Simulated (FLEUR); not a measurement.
Crystal: KCl (Sylvite).

```
K Cl
1.0
     0.00000    3.14647    3.14647
     3.14647    0.00000    3.14647
     3.14647    3.14647    0.00000
K Cl
1 1
Direct
  0.00000 0.00000 0.00000
  0.50000 0.50000 0.50000
```

Base run:

* Program: FLEUR MaX-R8.1 (later development tree)
* Functional: RPBE
* Potentials or basis: all-electron
* Basis: FLAPW
* Kmax: 4.1 1/bohr
* k mesh: 7 × 7 × 7
* Occupations: fermi-dirac, width 0.05 eV
* Spin: no spin polarisation

Its results: band gap on the k mesh 5.81 eV, direct.

The run is repeated on the same cell with these changes: functional from RPBE to PBEsol. What comes out?

Band gap on the k mesh 5.03 eV, direct.
